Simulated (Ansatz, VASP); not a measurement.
# C: VASP beside Ansatz

```xyz
4
Lattice="2.4673 0.0000 0.0000 -1.2336 2.1367 0.0000 0.0000 0.0000 7.8031" Properties=species:S:1:pos:R:3 pbc="T T T"
C     0.0000    0.0000    1.9508
C     0.0000    0.0000    5.8523
C     0.0000    1.4245    1.9508
C     1.2336    0.7122    5.8523
```

Alike in both runs: task single point; functional PBE; k mesh 19 × 19 × 6; occupations fermi-dirac, width 0.05 eV; no spin polarisation.

```csv
,VASP,Ansatz
version,VASP 6.6.1,Ansatz 0.2.0
potentials or method,"VASP PAW PBE potentials, release 64 (C), cutoff 520 eV","all-electron LAPW, scalar-relativistic"
```

```csv
,VASP,Ansatz,Ansatz less VASP
pressure (GPa),0.3,-0.2,-0.44
largest component of the traceless stress (GPa),0.11,0.64,+0.537
```

Ansatz ran all-electron here, so the differences hold the error of VASP's frozen core and of both bases.

Caveats: an odd mesh through Γ misses points on the zone boundary, where band edges often lie; this functional lacks dispersion, which binds the layers, so the pressure and a relaxed spacing across them are unreliable. PBE gaps usually lie below the measured ones, often by a third to a half.
